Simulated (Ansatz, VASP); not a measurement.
Given: the input of a run of VASP 6.6.1 on CdS (Hawleyite).

File INCAR:

```
ALGO     = Normal         # electronic algorithm
EDIFF    = 1E-7           # SCF threshold, eV
ENCUT    = 520            # plane-wave cutoff, eV
GGA      = PE             # functional
ISIF     = 2              # what is computed and relaxed
ISMEAR   = -1             # smearing method
LASPH    = True           # aspherical terms in the spheres
LCHARG   = False          # write CHGCAR
LREAL    = False          # projectors in reciprocal space
LWAVE    = False          # write WAVECAR
NBANDS   = 16             # bands
NELM     = 100            # most SCF steps
PREC     = Accurate       # precision mode
SIGMA    = 0.04           # smearing width, eV
```

Contents of KPOINTS:

```
k-points
0
Gamma
  6 6 6
```

The input POSCAR:

```
CdS
1.0
    0.0000000000      2.9165000000      2.9165000000
    2.9165000000      0.0000000000      2.9165000000
    2.9165000000      2.9165000000      0.0000000000
Cd S
1 1
Direct
    0.0000000000      0.0000000000      0.0000000000
    0.7500000000      0.7500000000      0.7500000000
```

Potentials or basis: VASP PAW PBE potentials, release 64 (Cd, S).

Command:

```console
$ cat potpaw_PBE.64/Cd/POTCAR potpaw_PBE.64/S/POTCAR > POTCAR
$ mpirun -np 1 vasp_std > vasp.out
```

Task: Set up the same calculation for Ansatz 0.2.0. Potentials there: all-electron LAPW, scalar-relativistic.

Result: As run (the cutoff follows the program's own potentials):

Contents of input.yaml:

```yaml
crystal:
  lattice:
    - [0.0, 2.9165, 2.9165]
    - [2.9165, 0.0, 2.9165]
    - [2.9165, 2.9165, 0.0]
  atoms:
    - { symbol: Cd, position: [0.0, 0.0, 0.0] }
    - { symbol: S, position: [0.75, 0.75, 0.75] }
kpoints:
  mp_grid: { grid: [6, 6, 6] }
scf:
  occupations: { method: fermi_dirac, width: 0.04 }
hamiltonian:
  xc: pbe
  pseudopotentials: { kind: all_electron, lapw: { basis_error: 0.002 } }
output:
  forces: true
  stress: true
  eigenvalues: true
```

Potentials or basis: all-electron LAPW, scalar-relativistic.

The run is started by

```bash
$ ansatz run input.yaml --threads 1 --pin off --max-ram 2560MiB --backend cpu --events-out ev --progress --plain --runs-dir out
```

Both were run:

|  | VASP | Ansatz | Ansatz less VASP |
| --- | --- | --- | --- |
| gap on the k mesh at the Fermi level (eV) | 1.15 | 1.14 | -0.004 |
| least direct gap on the mesh (eV) | 1.15 | 1.14 | -0.004 |
| pressure (GPa) | 3.2 | 2.9 | -0.32 |

Ansatz ran all-electron here, so the differences hold the error of VASP's frozen core and of both bases.

As with any semilocal functional, this PBE gap is likely too small.
